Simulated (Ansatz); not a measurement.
# CaO (Fm-3m) in Ansatz: notebook

The runs below take CaO through single point, electrostatic potential, relaxation of cell and atoms, with revPBE+D4, LDA+d3bj, PBEsol+D3(BJ)+ATM.

Everything below comes from runs of Ansatz 0.2.0. Logs are shortened: lines on timing, memory, paths and dates and some standing lists are left out, and cuts for length are marked.

## 1. The crystal as given

It takes space group Fm-3m (No. 225, cubic). Conventional cell: a = 4.807 Å, b = 4.807 Å, c = 4.807 Å, α = 90.00°, β = 90.00°, γ = 90.00°. Around Ca (site symmetry m-3m) lie 6 O at 2.40 Å. O (site symmetry m-3m) has 6 Ca at 2.40 Å as nearest neighbours.

The cell is a database's computed one.

## 2. Single point, revPBE+D4 (atoms moved at random, drawn with an rms of 0.05 Å)

run.py

```python
import json

import ase.io
import numpy as np
from ase.calculators.calculator import CalculationFailed, Calculator
from ase.stress import full_3x3_to_voigt_6_stress
from ase.units import GPa

import ansatz as az

class AnsatzCalculator(Calculator):
    implemented_properties = ["energy", "free_energy", "forces", "stress", "magmom"]

    def calculate(self, atoms, properties, system_changes):
        super().calculate(atoms, properties, system_changes)
        structure = atoms.copy()
        structure.set_constraint()
        structure.set_momenta(None)
        structure.set_masses(None)
        outcome = (
            az.Crystal.from_ase(structure)
            .calculation()
            .basis(xc_grid=2)
            .kpoints(7, 7, 7)
            .functional("revpbe", dispersion="d4")
            .pseudopotentials(kind="paw", partial_waves="polarizable")
            .scf(tolerance=2e-10)
            .occupations(method="gaussian", width=0.01)
            .forces()
            .stress()
            .run(threads=2)
        )
        if not outcome.report["converged"]:
            raise CalculationFailed("SCF not converged")
        report = outcome.report
        self.results = {
            "free_energy": report["lagrangian_ev"],
            "energy": report["lagrangian_ev"],
            "forces": np.array(report["forces_ev_ang"]),
            "stress": -GPa * full_3x3_to_voigt_6_stress(report["stress_gpa"]),
            "magmom": report["magnetization_mub"],
        }

np.set_printoptions(precision=5, suppress=True, linewidth=110)
atoms = ase.io.read("CaO.xyz")
atoms.calc = AnsatzCalculator()
print(f"free energy {atoms.get_potential_energy():.6f} eV")
print("forces (eV/A)", atoms.get_forces(), sep="\n")
print("stress (GPa, Voigt, tension positive)", atoms.get_stress() / GPa, sep="\n")
print(f"moment {atoms.get_magnetic_moment():.4f} muB")
```

CaO.xyz

```xyz
2
Lattice="0.0000000000 2.4035556960 2.4035556960 2.4035556960 0.0000000000 2.4035556960 2.4035556960 2.4035556960 0.0000000000" Properties=species:S:1:pos:R:3 pbc="T T T"
Ca     0.0359740181     -0.0092801285      0.0111909553
O      2.4085695132      2.4034523431      2.4644449724
```

Potentials or basis: Ansatz PAW polarizable.

Command:

```
python run.py
```

The program printed:

```text
DeckWarning: basis.ecutwfc = 420 eV, auto-derived from the records' recommended cutoffs: set by Ca (normal level)
PlacementWarning: RAYON_NUM_THREADS=2 ignored (pool sized by the plan → 2); use plan(threads=…)
free energy -2392.538727 eV
forces (eV/A)
[[-0.09131  0.02685  0.14862]
 [ 0.09131 -0.02685 -0.14862]]
stress (GPa, Voigt, tension positive)
[-0.65055 -0.51921 -0.87833  0.01053 -0.03567 -0.00651]
moment 0.0000 muB
```

engine_input.yaml:

```text
crystal:
  lattice:
    - [0.0, 2.403555696, 2.403555696]
    - [2.403555696, 0.0, 2.403555696]
    - [2.403555696, 2.403555696, 0.0]
  atoms:
    - { symbol: Ca, position: [-0.007085999995067307, 0.011741999986506655, 0.003225000012647928] }
    - { symbol: O, position: [0.5116019999854415, 0.5137309999951005, 0.4883550000124482] }
basis:
  xc_grid: 2
kpoints:
  mp_grid:
    grid: [7, 7, 7]
hamiltonian:
  xc: revpbe
  dispersion: d4
  pseudopotentials:
    kind: paw
    partial_waves: polarizable
scf:
  convergence:
    dr2_threshold: 2.0e-10
  occupations:
    method: gaussian
    width: 0.01
output:
  forces: true
  stress: true
```

Run time: 3.1 s. Hardware: 2 threads of Arm Neoverse V2, shared host; peak memory 0.49 GiB.

Results:

| Quantity | Value |
| --- | --- |
| Free energy | -2392.5387 eV |
| Pressure | 0.7 GPa |
| Largest force | 0.176 eV/Å |
| Band gap on the k mesh | 3.85 eV |

Forces in eV/Å, atoms in the order of the input:
```
Ca  -0.091  0.027  0.149
O    0.091 -0.027 -0.149
```

Caveat: the potentials were made for another functional, which shifts forces and pressure; odd divisions of the mesh miss points on the zone boundary, where band edges often lie, so the gap on the mesh can be too wide; the pressure holds a Pulay correction of +0.4 GPa for the finite cutoff.

## 3. Single point, revPBE+D4 (atoms moved at random, drawn with an rms of 0.05 Å)

input.yaml

```yaml
crystal:
  lattice:
    - [0.0, 2.403555696, 2.403555696]
    - [2.403555696, 0.0, 2.403555696]
    - [2.403555696, 2.403555696, 0.0]
  atoms:
    - { symbol: Ca, position: [-0.007086, 0.011742, 0.003225] }
    - { symbol: O, position: [0.511602, 0.513731, 0.488355] }
hamiltonian:
  xc: revpbe
  pseudopotentials: { kind: paw, partial_waves: polarizable }
  dispersion: d4
kpoints:
  mp_grid: { grid: [7, 7, 7] }
scf:
  occupations: { method: gaussian, width: 0.01 }
output:
  forces: true
  stress: true
  eigenvalues: true
```

Potentials or basis: Ansatz PAW polarizable.

Command:

```
ansatz run input.yaml --threads 2 --pin off --max-ram 5120MiB --backend cpu --events-out ev --progress --plain --runs-dir out
```

Run time: 2.1 s. Hardware: 2 threads of Arm Neoverse V2, shared host; peak memory 0.36 GiB.

Results (log left out):

```
Free energy            : -2392.5387 eV
Pressure               : 0.7 GPa
Largest force          : 0.176 eV/Å
Band gap on the k mesh : 3.85 eV, indirect (least direct gap 4.21 eV)
```

Forces on the atoms (eV/Å):
```
Ca  -0.091  0.027  0.149
O    0.091 -0.027 -0.149
```

Stress tensor (GPa, compression positive):
```
 0.65  0.01  0.04
 0.01  0.52 -0.01
 0.04 -0.01  0.88
```

Levels at points of the mesh, in eV from the valence-band top:
```tsv
k point	band 5	band 6	band 7	band 8	band 9	band 10	band 11	band 12
(0.00, 0.00, 0.00)	-15.57	0.00	0.00	0.00	4.85	6.30	6.31	6.32
```

Caveat: odd divisions of the mesh miss points on the zone boundary, where band edges often lie, so the gap on the mesh can be too wide; the pressure holds a Pulay correction of +0.4 GPa for the finite cutoff; the PAW data sets come from PBE, with cores solved anew for the run's functional, which leaves a small shift of forces and pressure. A k mesh can miss the band edges.

## 4. Electrostatic potential, LDA+d3bj (atoms moved at random, drawn with an rms of 0.02 Å)

run.py

```python
import json

import ase.io
import numpy as np

import ansatz as az

atoms = ase.io.read("POSCAR", format="vasp")

calculation = (
    az.Crystal.from_ase(atoms)
    .calculation()
    .basis(density_ratio=8)
    .kpoints(7, 7, 7)
    .functional("lda", dispersion="d3bj")
    .pseudopotentials(kind="paw", accuracy="standard", xc_functional="lda")
    .occupations(method="tetrahedron")
    .density()
    .potential()
    .output_files(volumetric_format="npy")
    .electron_localization_function()
    .forces()
    .stress()
)
outcome = calculation.run(threads=2, events_out="events.jsonl")

report = outcome.report
for line in open("events.jsonl"):
    event = json.loads(line)
    if event["event"] == "scf_iter":
        d = event["data"]
        print(f"SCF {d['iter']:3d}  HF = {d['harris_foulkes_ev']:.6f} eV  dr2 = {d['dr2_ev']:.2e} eV")
    elif event["event"] in ("relax_step", "md_step"):
        d = event["data"]
        print(f"{event['event']} {d['step']:3d}  E = {d['lagrangian_ev']:.6f} eV")
np.set_printoptions(precision=5, suppress=True, linewidth=110)
print("converged:", report["converged"], "after", report["n_iterations"], "iterations")
print(f"free energy {report['free_energy_ev']:.6f} eV, Fermi level {report['fermi_energy_ev']:.4f} eV")
for key in ("band_edges_ev", "magnetization_mub", "site_moments_mub", "site_moments_nc_mub", "forces_ev_ang",
                "stress_gpa"):
    if report.get(key) is not None:
        print(key, np.array(report[key]), sep="\n")
```

POSCAR

```
CaO
1.0
    0.0000000000      2.4035556960      2.4035556960
    2.4035556960      0.0000000000      2.4035556960
    2.4035556960      2.4035556960      0.0000000000
Ca O
1 1
Direct
    0.0050680000     -0.0037320000     -0.0021300000
    0.4980460000      0.5002240000      0.4984010000
```

Potentials or basis: JTH PAW LDA.

Command:

```
python run.py
```

It took 14 s on 2 threads of Arm Neoverse V2, shared host; peak memory 0.82 GiB.

Results (log left out):

```yaml
Free_energy: -2330.3737 eV
Pressure: -10.2 GPa
Largest_force: 0.051 eV/Å
Band_gap_on_the_k_mesh: 3.58 eV, indirect (least direct gap 3.95 eV)
```

Forces in eV/Å, atoms in the order of the input:
```
Ca   0.027 -0.039 -0.018
O   -0.027  0.039  0.018
```

Levels at points of the mesh, in eV from the valence-band top:
```
           k point  band 4  band 5  band 6  band 7  band 8  band 9  band 10  band 11  band 12
(0.00, 0.00, 0.00)  -18.13  -15.21    0.00    0.00    0.00    4.56     6.13     6.13     6.13
```

Caveat: odd divisions of the mesh miss points on the zone boundary, where band edges often lie, so the gap on the mesh can be too wide; with tetrahedron occupations forces and stress needn't match the slope of the energy; the dispersion damping was fitted for another functional or another form of the correction. A k mesh can miss the band edges.

## 5. Relaxation of cell and atoms, PBEsol+D3(BJ)+ATM

run.py

```python
import json

import ase.io
import numpy as np
import spglib
from ase.calculators.calculator import CalculationFailed, Calculator
from ase.stress import full_3x3_to_voigt_6_stress
from ase.units import GPa
from ase.optimize import BFGS
from ase.filters import FrechetCellFilter

import ansatz as az

class AnsatzCalculator(Calculator):
    implemented_properties = ["energy", "free_energy", "forces", "stress", "magmom"]

    def calculate(self, atoms, properties, system_changes):
        super().calculate(atoms, properties, system_changes)
        structure = atoms.copy()
        structure.set_constraint()
        structure.set_momenta(None)
        structure.set_masses(None)
        outcome = (
            az.Crystal.from_ase(structure)
            .calculation()
            .basis(xc_grid=2)
            .kpoints(8, 8, 8)
            .functional("pbesol", dispersion="d3bjatm")
            .pseudopotentials(kind="nc", accuracy="stringent")
            .scf(tolerance=2e-10)
            .occupations(method="fixed")
            .forces()
            .stress()
            .run(threads=2)
        )
        if not outcome.report["converged"]:
            raise CalculationFailed("SCF not converged")
        report = outcome.report
        self.results = {
            "free_energy": report["lagrangian_ev"],
            "energy": report["lagrangian_ev"],
            "forces": np.array(report["forces_ev_ang"]),
            "stress": -GPa * full_3x3_to_voigt_6_stress(report["stress_gpa"]),
            "magmom": report["magnetization_mub"],
        }

np.set_printoptions(precision=5, suppress=True, linewidth=110)
atoms = ase.io.read("CaO.cif")
cell, frac, numbers = spglib.find_primitive((atoms.cell[:], atoms.get_scaled_positions(), atoms.numbers), symprec=1e-5)
atoms = ase.Atoms(numbers, cell=cell, scaled_positions=frac, pbc=True)
atoms.calc = AnsatzCalculator()
BFGS(FrechetCellFilter(atoms)).run(fmax=0.05, steps=30)
print(f"final energy {atoms.get_potential_energy():.6f} eV, volume {atoms.get_volume() / len(atoms):.4f} A^3/atom")
print("stress (GPa)", atoms.get_stress() / GPa)
print("cell (A)", atoms.cell[:], "scaled positions", atoms.get_scaled_positions(wrap=False), sep="\n")
```

CaO.cif

```cif
data_CaO
_cell_length_a 4.80711139
_cell_length_b 4.80711139
_cell_length_c 4.80711139
_cell_angle_alpha 90.00000000
_cell_angle_beta 90.00000000
_cell_angle_gamma 90.00000000
_space_group_name_H-M_alt 'Fm-3m'
_space_group_name_Hall '-F 4 2 3'
_space_group_IT_number 225
loop_
_space_group_symop_operation_xyz
'x,y,z'
'-x,-y,-z'
'-y,x,z'
'y,-x,-z'
'-x,-y,z'
'x,y,-z'
'y,-x,z'
'-y,x,-z'
'x,-y,-z'
'-x,y,z'
'-y,-x,-z'
'y,x,z'
'-x,y,-z'
'x,-y,z'
'y,x,-z'
'-y,-x,z'
'z,x,y'
'-z,-x,-y'
'z,-y,x'
'-z,y,-x'
'z,-x,-y'
'-z,x,y'
'z,y,-x'
'-z,-y,x'
'-z,x,-y'
'z,-x,y'
'-z,-y,-x'
'z,y,x'
'-z,-x,y'
'z,x,-y'
'-z,y,x'
'z,-y,-x'
'y,z,x'
'-y,-z,-x'
'x,z,-y'
'-x,-z,y'
'-y,z,-x'
'y,-z,x'
'-x,z,y'
'x,-z,-y'
'-y,-z,x'
'y,z,-x'
'-x,-z,-y'
'x,z,y'
'y,-z,-x'
'-y,z,x'
'x,-z,y'
'-x,z,-y'
'x,y+1/2,z+1/2'
'-x,-y+1/2,-z+1/2'
'-y,x+1/2,z+1/2'
'y,-x+1/2,-z+1/2'
[... 63 lines left out ...]
'-z+1/2,y,-x+1/2'
'z+1/2,-x,-y+1/2'
'-z+1/2,x,y+1/2'
'z+1/2,y,-x+1/2'
'-z+1/2,-y,x+1/2'
'-z+1/2,x,-y+1/2'
'z+1/2,-x,y+1/2'
'-z+1/2,-y,-x+1/2'
'z+1/2,y,x+1/2'
'-z+1/2,-x,y+1/2'
'z+1/2,x,-y+1/2'
'-z+1/2,y,x+1/2'
'z+1/2,-y,-x+1/2'
'y+1/2,z,x+1/2'
'-y+1/2,-z,-x+1/2'
'x+1/2,z,-y+1/2'
'-x+1/2,-z,y+1/2'
'-y+1/2,z,-x+1/2'
'y+1/2,-z,x+1/2'
'-x+1/2,z,y+1/2'
'x+1/2,-z,-y+1/2'
'-y+1/2,-z,x+1/2'
'y+1/2,z,-x+1/2'
'-x+1/2,-z,-y+1/2'
'x+1/2,z,y+1/2'
'y+1/2,-z,-x+1/2'
'-y+1/2,z,x+1/2'
'x+1/2,-z,y+1/2'
'-x+1/2,z,-y+1/2'
'x+1/2,y+1/2,z'
'-x+1/2,-y+1/2,-z'
'-y+1/2,x+1/2,z'
'y+1/2,-x+1/2,-z'
'-x+1/2,-y+1/2,z'
'x+1/2,y+1/2,-z'
'y+1/2,-x+1/2,z'
'-y+1/2,x+1/2,-z'
'x+1/2,-y+1/2,-z'
'-x+1/2,y+1/2,z'
'-y+1/2,-x+1/2,-z'
'y+1/2,x+1/2,z'
'-x+1/2,y+1/2,-z'
'x+1/2,-y+1/2,z'
'y+1/2,x+1/2,-z'
'-y+1/2,-x+1/2,z'
'z+1/2,x+1/2,y'
'-z+1/2,-x+1/2,-y'
'z+1/2,-y+1/2,x'
'-z+1/2,y+1/2,-x'
'z+1/2,-x+1/2,-y'
'-z+1/2,x+1/2,y'
'z+1/2,y+1/2,-x'
'-z+1/2,-y+1/2,x'
'-z+1/2,x+1/2,-y'
'z+1/2,-x+1/2,y'
'-z+1/2,-y+1/2,-x'
'z+1/2,y+1/2,x'
'-z+1/2,-x+1/2,y'
'z+1/2,x+1/2,-y'
'-z+1/2,y+1/2,x'
'z+1/2,-y+1/2,-x'
'y+1/2,z+1/2,x'
'-y+1/2,-z+1/2,-x'
'x+1/2,z+1/2,-y'
'-x+1/2,-z+1/2,y'
'-y+1/2,z+1/2,-x'
'y+1/2,-z+1/2,x'
'-x+1/2,z+1/2,y'
'x+1/2,-z+1/2,-y'
'-y+1/2,-z+1/2,x'
'y+1/2,z+1/2,-x'
'-x+1/2,-z+1/2,-y'
'x+1/2,z+1/2,y'
'y+1/2,-z+1/2,-x'
'-y+1/2,z+1/2,x'
'x+1/2,-z+1/2,y'
'-x+1/2,z+1/2,-y'
loop_
_atom_site_label
_atom_site_type_symbol
_atom_site_symmetry_multiplicity
_atom_site_Wyckoff_symbol
_atom_site_fract_x
_atom_site_fract_y
_atom_site_fract_z
_atom_site_occupancy
Ca1 Ca 4 a 0.0000000000 0.0000000000 0.0000000000 1
O1 O 4 b 0.5000000000 0.0000000000 0.0000000000 1
```

Potentials or basis: PseudoDojo stringent.

Command:

```
python run.py
```

It took 4.6 s on 2 threads of Arm Neoverse V2, shared host; peak memory 0.45 GiB.

Results (log left out):

```
Free energy                            : -1504.9419 eV
Relaxed volume                         : 13.15 Å³/atom
Relaxed cell                           : a = 3.338 Å, b = 3.338 Å, c = 3.338 Å, α = 60.00°, β = 60.00°, γ = 60.00°
Space group after relaxing (to 0.05 Å) : Fm-3m (No. 225)
Energy gained by relaxing              : 13.0 meV/atom
Ionic steps                            : 3
Pressure after relaxing                : 0.3 GPa
Band gap on the k mesh                 : 3.53 eV
```

The path:
| step | energy change (eV) | largest force (eV/Å) | pressure (GPa) | volume (Å³) |
| --- | --- | --- | --- | --- |
| 1 | 0.0000 | 0.0000 | -5.69 | 27.77 |
| 2 | -0.0094 | 0.0000 | -4.64 | 27.48 |
| 3 | -0.0260 | 0.0000 | 0.34 | 26.30 |

Final structure:
```yaml
crystal:
  lattice:
    - [0.00000, 2.36031, 2.36031]
    - [2.36031, 0.00000, 2.36031]
    - [2.36031, 2.36031, 0.00000]
  atoms:
    - { symbol: Ca, position: [0.00000, 0.00000, 0.00000] }
    - { symbol: O, position: [0.50000, 0.50000, 0.50000] }
```

## 6. Summary

```csv
task,level,potentials or basis,cell,k mesh,cutoff (eV),smearing,driver,optimizer,fmax,steps,filter,other keys,gap on the mesh (eV),pressure (GPa),largest force (eV/Å)
single point,revPBE+D4,Ansatz PAW polarizable,"atoms moved at random, drawn with an rms of 0.05 Å",7 × 7 × 7,420,gaussian 0.01 eV,calculator,-,-,-,-,-,3.85,0.7,0.18
single point,revPBE+D4,Ansatz PAW polarizable,"atoms moved at random, drawn with an rms of 0.05 Å",7 × 7 × 7,420,gaussian 0.01 eV,-,-,-,-,-,-,3.85,0.7,0.18
electrostatic potential,LDA+d3bj,JTH PAW LDA,"atoms moved at random, drawn with an rms of 0.02 Å",7 × 7 × 7,1380,tetrahedron,chain,-,-,-,-,hamiltonian.dispersion = d3bj; basis.ecutrho_ratio = 8,3.58,-10.2,0.05
relaxation of cell and atoms,PBEsol+D3(BJ)+ATM,PseudoDojo stringent,relaxed,8 × 8 × 8,1252,fixed,calculator,BFGS,0.05,30,FrechetCellFilter,-,3.53,0.3,-
```

Alike in all rows: no spin polarisation.

Caveats: odd divisions of the mesh miss points on the zone boundary, where band edges often lie, so the gap on the mesh can be too wide (some runs); the potentials were made for another functional, which shifts forces and pressure (some runs); the PAW data sets come from PBE, with cores solved anew for the run's functional, which leaves a small shift of forces and pressure (some runs); with tetrahedron occupations forces and stress needn't match the slope of the energy (some runs); the dispersion damping was fitted for another functional or another form of the correction (some runs).

Absolute energies hang on the potentials; compare differences alone.
